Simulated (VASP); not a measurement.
# TePb (Fm-3m) in VASP: notebook

One crystal, TePb, is run at these levels: PBE; tasks: single point.

Program: VASP 6.6.1. These are calculated values, not measurements. Logs are shortened: lines on timing, memory, paths and dates and some standing lists are left out, and cuts for length are marked.

## Step 1: Starting point

It takes space group Fm-3m (No. 225, cubic). Conventional cell: a = 6.462 Å, b = 6.462 Å, c = 6.462 Å, α = 90.00°, β = 90.00°, γ = 90.00°. Around Pb (site symmetry m-3m) lie 6 Te at 3.23 Å. Around Te (site symmetry m-3m) lie 6 Pb at 3.23 Å.

## Step 2: Single point, PBE

INCAR

```
SYSTEM = TePb
ADDGRID = .False.
ALGO = Normal
EDIFF = 1E-7
ENCUT = 650
GGA = PE
ISIF = 2
ISMEAR = 0
LASPH = .True.
LCHARG = .False.
LREAL = .False.
LWAVE = .False.
NELM = 100
PREC = Accurate
SIGMA = 0.05
```

KPOINTS

```
k-points
0
Gamma
  4 4 4
  0 0 0
```

POSCAR

```
TePb
1.0
    0.0000000000      3.2310000000      3.2310000000
    3.2310000000      0.0000000000      3.2310000000
    3.2310000000      3.2310000000      0.0000000000
Pb Te
1 1
Direct
    0.0000000000      0.0000000000      0.0000000000
    0.5000000000      0.5000000000      0.5000000000
```

Potentials or basis: VASP PAW PBE potentials, release 64 (Pb_d, Te).

Run with:

```sh
$ cat potpaw_PBE.64/Pb_d/POTCAR potpaw_PBE.64/Te/POTCAR > POTCAR
$ mpirun -np 1 vasp_std > vasp.out
```

OUTCAR:

```text
SYSTEM = TePb
   EDIFF = 1E-7
   ENCUT = 650
   GGA = PE
   ISIF = 2
   ISMEAR = 0
   LASPH = .True.
   LREAL = .False.
   NELM = 100
   PREC = Accurate

 Found      8 irreducible k-points:

 Following reciprocal coordinates:
            Coordinates               Weight
  0.000000  0.000000  0.000000      1.000000
  0.250000  0.000000  0.000000      8.000000
  0.500000  0.000000  0.000000      4.000000
  0.250000  0.250000  0.000000      6.000000
  0.500000  0.250000  0.000000     24.000000
 -0.250000  0.250000  0.000000     12.000000
   k-points           NKPTS =      8   k-points in BZ     NKDIM =      8   number of bands    NBANDS=     14
   number of dos      NEDOS =    301   number of ions     NIONS =      2
   total plane-waves  NPLWV =  64000
   dimension x,y,z NGX =    40 NGY =   40 NGZ =   40
   dimension x,y,z NGXF=    80 NGYF=   80 NGZF=   80
   ions per type =               1   1
   NGX,Y,Z   is equivalent  to a cutoff of  14.55, 14.55, 14.55 a.u.
   NGXF,Y,Z  is equivalent  to a cutoff of  29.11, 29.11, 29.11 a.u.
 SYSTEM =  TePb
   PREC   = accura    normal or accurate (medium, high low for compatibility)
   ISTART =      0    job   : 0-new  1-cont  2-samecut
   ICHARG =      2    charge: 1-file 2-atom 10-const
   ISPIN  =      1    spin polarized calculation?
   LNONCOLLINEAR =      F non collinear calculations
   LSORBIT =      F    spin-orbit coupling
   LASPH  =      T    aspherical Exc in radial PAW
   ENCUT  =  650.0 eV  47.77 Ry    6.91 a.u.   9.50  9.50  9.50*2*pi/ulx,y,z
   NELM   =    100;   NELMIN=  2; NELMDL= -5     # of ELM steps
   EDIFF  = 0.1E-06   stopping-criterion for ELM
   LREAL  =      F    real-space projection
   EDIFFG = 0.1E-05   stopping-criterion for IOM
   NSW    =      0    number of steps for IOM
   IBRION =     -1    ionic relax: 0-MD 1-quasi-New 2-CG
   NFREE  =      0    steps in history (QN), initial steepest desc. (CG)
   ISIF   =      2    stress and relaxation
   ISYM   =      2    0-nonsym 1-usesym 2-fastsym
   POTIM  = 0.5000    time-step for ionic-motion
   TEBEG  =    0.0;   TEEND  =   0.0 temperature during run
   PSTRESS=    0.0 pullay stress
   NELECT =      20.0000    total number of electrons
   NUPDOWN=      -1.0000    fix difference up-down
   EMIN   =  10.00;   EMAX   =-10.00  energy-range for DOS
   EFERMI =   0.00;   METHOD = LEGACY
   ISMEAR =     0;   SIGMA  =   0.05  broadening in eV -4-tet -1-fermi 0-gaus
   EFERMI_NEDOS =   21; number of points for ismear=-14 and -15
   IALGO  =     38    algorithm
   IMIX   =      4    mixing-type and parameters
     AMIX     =   0.40;   BMIX     =  1.00
     AMIX_MAG =   1.60;   BMIX_MAG =  1.00
  volume/ion in A,a.u.               =      33.73       227.62
  Fermi-wavevector in a.u.,A,eV,Ry     =   1.091619  2.062861 16.213147  1.191633
  Thomas-Fermi vector in A             =   2.227868
   LORBIT       =      0    0 simple, 1 ext, 2 COOP (PROOUT), +10 PAW based schemes
   GGA     = PE    functional components
   LHFCALC =     F    Hartree Fock is set to
   AEXX    =    0.0000 exact exchange contribution
   IVDW    =     0    specifies the selected vdW correction
   LEPSILON=     F    determine dielectric tensor
   LRPA    =     F    only Hartree local field effects (RPA)
 non-spin polarized calculation
 Gauss-broadening in eV      SIGMA  =   0.05
  energy-cutoff  :      650.00
  volume of cell :       67.46
 maximum number of plane-waves:      2637
 NGX is ok and might be reduce to    40
   NGX = 19   NGY = 19   NGZ = 19

 number of electron      19.9999998 magnetization

 Free energy of the ion-electron system (eV)
  ---------------------------------------------------
  ext. energy  EPLUGINS =         0.00000000
  ---------------------------------------------------
  free energy    TOTEN  =        -7.49390622 eV

  energy without entropy =       -7.49390622  energy(sigma->0) =       -7.49390622

 E-fermi :   5.8637     XC(G=0):  -9.3039

 val. band max:        5.6223203950   @ k =   0.5000   0.0000   0.0000
 cond. band min:       6.3566207673   @ k =   0.5000   0.0000   0.0000
 fundamental gap:      0.7343003722
 Fermi energy:         5.8636900275

 k-point     1 :       0.0000    0.0000    0.0000
  band No.  band energies     occupation
      1     -11.1054      2.00000
      2     -11.1054      2.00000
      3     -11.0958      2.00000
      4     -11.0958      2.00000
      5     -11.0958      2.00000
      6      -6.3966      2.00000
      7       0.0251      2.00000
      8       4.2761      2.00000
      9       4.2761      2.00000
     10       4.2761      2.00000
     11       9.6994      0.00000
     12       9.6994      0.00000
     13       9.6994      0.00000
     14      11.4185      0.00000

 k-point     2 :       0.2500    0.0000    0.0000
  band No.  band energies     occupation
      1     -11.1125      2.00000
      2     -11.1125      2.00000
      3     -11.0946      2.00000
      4     -11.0876      2.00000
      5     -11.0876      2.00000
      6      -5.8771      2.00000
      7      -1.3908      2.00000
      8       4.4397      2.00000
      9       4.4397      2.00000
     10       4.9684      2.00000
     11       7.7440      0.00000
     12       8.0734      0.00000
     13       8.0734      0.00000
     14      11.5748      0.00000

 k-point     3 :       0.5000    0.0000    0.0000
  band No.  band energies     occupation
      1     -11.1203      2.00000
      2     -11.1203      2.00000
      3     -11.0935      2.00000
      4     -11.0785      2.00000
      5     -11.0785      2.00000
      6      -4.9606      2.00000
      7      -2.9664      2.00000
      8       4.7346      2.00000
      9       4.7346      2.00000
     10       5.6223      2.00000
     11       6.3566      0.00000
     12       6.8937      0.00000
     13       6.8937      0.00000
     14      14.0094      0.00000

 k-point     4 :       0.2500    0.2500    0.0000
  band No.  band energies     occupation
      1     -11.1311      2.00000
      2     -11.1008      2.00000
      3     -11.0999      2.00000
      4     -11.0834      2.00000
      5     -11.0834      2.00000
      6      -5.7135      2.00000
      7      -1.2259      2.00000
      8       3.4677      2.00000
      9       3.4677      2.00000
     10       4.2175      2.00000
     11       8.2185      0.00000
     12       9.6778      0.00000
     13      10.1230      0.00000
     14      10.1230      0.00000

 k-point     5 :       0.5000    0.2500    0.0000
  band No.  band energies     occupation
      1     -11.1426      2.00000
      2     -11.1065      2.00000
      3     -11.0960      2.00000
      4     -11.0793      2.00000
      5     -11.0751      2.00000
      6      -4.8630      2.00000
      7      -2.3829      2.00000
      8       2.4368      2.00000
      9       3.4949      2.00000
     10       3.7414      2.00000
     11       8.8026      0.00000
     12       9.0494      0.00000
     13      10.1490      0.00000
     14      10.8174      0.00000

 k-point     6 :      -0.2500    0.2500    0.0000
  band No.  band energies     occupation
      1     -11.1246      2.00000
      2     -11.1160      2.00000
      3     -11.0893      2.00000
      4     -11.0837      2.00000
      5     -11.0825      2.00000
      6      -5.1436      2.00000
      7      -2.2964      2.00000
      8       2.5304      2.00000
      9       4.5427      2.00000
     10       4.9985      2.00000
     11       7.3021      0.00000
     12       7.4054      0.00000
     13      10.2825      0.00000
     14      12.4801      0.00000

 [... further k-points ...]

------------------------ aborting loop because EDIFF is reached ----------------------------------------

  FORCE on cell =-STRESS in cart. coord.  units (eV):
  Direction    XX          YY          ZZ          XY          YZ          ZX
  --------------------------------------------------------------------------------------
  -------------------------------------------------------------------------------------
  Total        0.9003264      0.9003264      0.9003264      0.0000000     -0.0000000      0.0000000
  in kB       21.3830513     21.3830513     21.3830513      0.0000000     -0.0000000      0.0000000
  external PRESSURE =      21.3830513 kB  Pullay stress =       0.0000000 kB

 VOLUME and BASIS-vectors are now :
 -----------------------------------------------------------------------------
  energy-cutoff  :      650.00
  volume of cell :       67.46
      direct lattice vectors                 reciprocal lattice vectors
     0.000000000  3.231000000  3.231000000    -0.154750851  0.154750851  0.154750851
     3.231000000  0.000000000  3.231000000     0.154750851 -0.154750851  0.154750851
     3.231000000  3.231000000  0.000000000     0.154750851  0.154750851 -0.154750851

 POSITION                                       TOTAL-FORCE (eV/Angst)
 -----------------------------------------------------------------------------------
      0.00000      0.00000      0.00000         0.000000      0.000000      0.000000
      3.23100      3.23100      3.23100        -0.000000      0.000000     -0.000000
 -----------------------------------------------------------------------------------
    total drift:                                0.000000     -0.000000     -0.000000

  FREE ENERGIE OF THE ION-ELECTRON SYSTEM (eV)
  ---------------------------------------------------
  free  energy   TOTEN  =        -7.4939062238 eV

  energy  without entropy=       -7.4939062238  energy(sigma->0) =       -7.49390622
```

Wall time 18 s (1 thread of Intel Xeon Platinum 8488C (Sapphire Rapids), shared host); peak memory 0.23 GiB.

These settings aren't checked as converged: the numbers below hold their error.

What came out:

- Free energy: -7.4939 eV
- Pressure: 2.1 GPa
- Band gap on the k mesh: 0.73 eV, direct

Caveat: the k mesh is coarse (spacing up to 0.42 Å⁻¹), so the values aren't converged; spin-orbit coupling is left out, which as a rule narrows the gap of such compounds by several tenths of an eV.

## Step 3: Single point, PBE

INCAR is that of step 2.

KPOINTS is that of step 2.

POSCAR

```
TePb
1.0
    0.0000000000      3.2310000000      3.2310000000
    3.2310000000      0.0000000000      3.2310000000
    3.2310000000      3.2310000000      0.0000000000
Pb Te
1 1
Direct
   -0.0068530000      0.0005720000     -0.0056850000
    0.5279490000      0.4690950000      0.5208160000
```

Potentials or basis: VASP PAW PBE potentials, release 64 (Pb_d, Te).

Run with:

```sh
$ cat potpaw_PBE.64/Pb_d/POTCAR potpaw_PBE.64/Te/POTCAR > POTCAR
$ mpirun -np 1 vasp_std > vasp.out
```

Wall time 43 s (1 thread of Intel Xeon Platinum 8488C (Sapphire Rapids), shared host); peak memory 0.26 GiB.

The run converged, but some of its settings lie outside the range that counts as converged, so its numbers aren't taken as properties of the crystal.

Results:

| Quantity | Value |
| --- | --- |
| Free energy | -7.4892 eV |
| Pressure | 2.5 GPa |
| Largest force | 0.127 eV/Å |
| Band gap on the k mesh | 0.89 eV, direct |

Caveat: the k mesh is coarse (spacing up to 0.42 Å⁻¹), so the values aren't converged; spin-orbit coupling is left out, which as a rule narrows the gap of such compounds by several tenths of an eV.

[end of part 1 of 2]
